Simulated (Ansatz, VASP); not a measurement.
Two plane-wave programs on BN

INCAR

```
PREC     = Accurate       # precision mode
ENCUT    = 520            # plane-wave cutoff, eV
EDIFF    = 1E-7           # SCF threshold, eV
ISMEAR   = -1             # smearing method
SIGMA    = 0.02           # smearing width, eV
LREAL    = F              # projectors in reciprocal space
LASPH    = T              # aspherical terms in the spheres
NELM     = 100            # most SCF steps
ALGO     = Normal         # electronic algorithm
ISIF     = 2              # what is computed and relaxed
LWAVE    = F              # write WAVECAR
LCHARG   = F              # write CHGCAR
GGA      = PE             # functional
IBRION   = 2              # ionic algorithm
NSW      = 80             # ionic steps
EDIFFG   = -0.02          # ionic threshold
```

The input KPOINTS:

```
regular mesh
0
Gamma
  14 14 14
```

Contents of POSCAR:

```
BN
1.0
    0.0000000000      1.7706018915      1.7706018915
    1.7706018915      0.0000000000      1.7706018915
    1.7706018915      1.7706018915      0.0000000000
B N
1 1
Direct
    0.0000000000      0.0000000000      0.0000000000
    0.2500000000      0.2500000000      0.2500000000
```

Input for Ansatz:

```yaml
crystal:
  lattice:
    - [0.0, 1.7706018915, 1.7706018915]
    - [1.7706018915, 0.0, 1.7706018915]
    - [1.7706018915, 1.7706018915, 0.0]
  atoms:
    - { symbol: B, position: [0.0, 0.0, 0.0] }
    - { symbol: "N", position: [0.25, 0.25, 0.25] }
kpoints:
  mp_grid: { grid: [14, 14, 14] }
scf:
  occupations: { method: fermi_dirac, width: 0.02 }
hamiltonian:
  xc: pbe
  pseudopotentials: { kind: paw }
output:
  forces: true
  stress: true
  populations: true
  efg:
    quadrupole_moments_barn: { B: 0.04059, "N": 0.02044 }
    contact_densities: true
relax:
  f_tol: 0.02
  max_steps: 60
```

Change from the starting cell: volume scaled by 0.94, ions relaxed.

Alike in both runs: task relaxation of the atoms; functional PBE; k mesh 14 × 14 × 14; occupations fermi-dirac, width 0.02 eV; no spin polarisation.

|  | VASP | Ansatz |
| --- | --- | --- |
| version | VASP 6.6.1 | Ansatz 0.2.0 |
| potentials or method | VASP PAW PBE potentials, release 64 (B, N) | plane-wave PAW, scalar-relativistic |
| plane-wave cutoff (eV) | 520 | 420 |
| valence electrons in the cell | 8 | 8 |

|  | VASP | Ansatz | Ansatz less VASP |
| --- | --- | --- | --- |
| gap on the k mesh at the Fermi level, each at its own relaxed structure (eV) | 4.52 | 4.54 | +0.013 |

Ansatz warned: «stress_scf_threshold_loose».

Caveats: the relaxation stopped at its first step, so nothing moved. A k mesh can miss the band edges.
